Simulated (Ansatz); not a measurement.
PbS built on the rocksalt prototype (r2SCAN geometry), in Ansatz:

```
Pb S
1.0
     0.00000    2.98723    2.98723
     2.98723    0.00000    2.98723
     2.98723    2.98723    0.00000
Pb S
1 1
Direct
  0.00000 0.00000 0.00000
  0.50000 0.50000 0.50000
```

G0W0@PBE with 200 empty bands, a screening cutoff of 140 eV and a 4×4×4 mesh (PAW, contour deformation) gives 0.592 eV over the mesh points, from a PBE gap of 0.434 eV; it sums over 210 bands with 181 plane waves in the screening and a wave cutoff of 420 eV. G0W0 here is at a finite number of bands, screening cutoff and k mesh, not at the basis limit. Calculated for a static, non-magnetic cell.

**Question.** Estimate the gap with empty bands 86, screening cutoff 80 eV.

**Answer.** 0.484 eV (-0.108 eV), from a Kohn-Sham gap of 0.434 eV.

**Question.** Estimate the gap with starting point HSE06.

**Answer.** 0.854 eV (+0.262 eV), from a Kohn-Sham gap of 0.884 eV.

Spin-orbit coupling is left out; in compounds of Pb, Bi, Tl or Hg it can lower a gap by up to about 1 eV, split its edges or invert the bands.
